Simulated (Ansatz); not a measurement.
Where the states of PbSe lie

```cif
data_structure
_symmetry_space_group_name_H-M 'Fm-3m'
_symmetry_Int_Tables_number 225
_cell_length_a 6.2159
_cell_length_b 6.2159
_cell_length_c 6.2159
_cell_angle_alpha 90.000
_cell_angle_beta 90.000
_cell_angle_gamma 90.000
_cell_volume 240.17
loop_
_atom_site_label
_atom_site_type_symbol
_atom_site_symmetry_multiplicity
_atom_site_Wyckoff_symbol
_atom_site_fract_x
_atom_site_fract_y
_atom_site_fract_z
_atom_site_occupancy
Pb1 Pb 4 a 0.00000 0.00000 0.00000 1
Se1 Se 4 b 0.50000 0.00000 0.00000 1
```

The runs use the primitive cell with vectors (0.000, 3.108, 3.108), (3.108, 0.000, 3.108), (3.108, 3.108, 0.000) Å, to which the k mesh refers.

The structure comes from a relaxation in the same program, started in the rocksalt type, and has space group Fm-3m. Whether it is a known phase or the ground state wasn't checked.

Spin–orbit coupling is left out, though it moves levels of the heavy atoms by tenths of an eV or more.

Method: DFT, PBE, all-electron LAPW, scalar-relativistic in Ansatz 0.2.0.

Numerical set-up: a Γ-centred 10×10×10 k mesh, Fermi–Dirac smearing of 0.03 eV, basis error target 0.5 meV/atom, no spin polarisation.

States per eV and cell, averaged over 0.4 eV, from -8.6 to 5.6 eV, with energies (bin centres) from the valence-band top; empty bins are left out. The partial columns, the largest 4 alone, are projections on Löwdin-orthogonalised atomic shells (those that the program's projection atoms carry: the occupied ones and, for some elements, an empty d or f shell; other empty shells have no column), summed over atoms of an element. Weights on diffuse s and p shells depend on that basis and aren't pure angular character.

```
E (eV)  total  Se 4p  Pb 6p  Pb 6s  Se 4s
  -8.5   0.29   0.07   0.00   0.22   0.00
  -8.1   2.12   0.37   0.02   1.66   0.06
  -7.7   1.78   0.23   0.02   1.41   0.12
  -7.3   0.58   0.06   0.00   0.43   0.08
  -6.9   0.18   0.02   0.00   0.13   0.04
  -6.5   0.05   0.00   0.00   0.03   0.01
  -4.5   0.13   0.07   0.06   0.00   0.00
  -4.1   0.53   0.29   0.22   0.01   0.00
  -3.7   0.85   0.49   0.33   0.02   0.01
  -3.3   1.19   0.72   0.43   0.02   0.01
  -2.9   1.80   1.17   0.57   0.03   0.01
  -2.5   1.99   1.37   0.55   0.04   0.02
  -2.1   2.04   1.50   0.46   0.05   0.02
  -1.7   2.26   1.77   0.37   0.07   0.02
  -1.3   1.51   1.17   0.19   0.11   0.01
  -0.9   1.95   1.46   0.20   0.25   0.02
  -0.5   0.76   0.53   0.08   0.13   0.01
  -0.1   0.02   0.01   0.00   0.00   0.00
   0.7   0.05   0.01   0.04   0.00   0.01
   1.1   0.40   0.05   0.28   0.01   0.05
   1.5   0.98   0.11   0.72   0.01   0.10
   1.9   1.31   0.14   1.00   0.02   0.10
   2.3   1.42   0.18   1.12   0.02   0.06
   2.7   1.41   0.24   1.07   0.02   0.03
   3.1   1.32   0.27   0.95   0.01   0.02
   3.5   1.41   0.33   0.95   0.01   0.02
   3.9   2.03   0.48   1.20   0.01   0.01
   4.3   2.43   0.61   1.36   0.01   0.00
   4.7   1.28   0.41   0.68   0.00   0.00
   5.1   0.93   0.29   0.47   0.00   0.00
   5.5   0.72   0.15   0.26   0.00   0.00
```

Problem. Which of the resolved shells contributes most in the top eV of the valence band?

Solution. Se 4p, with 73 % of all states there; Pb 6s follows with 14 %.
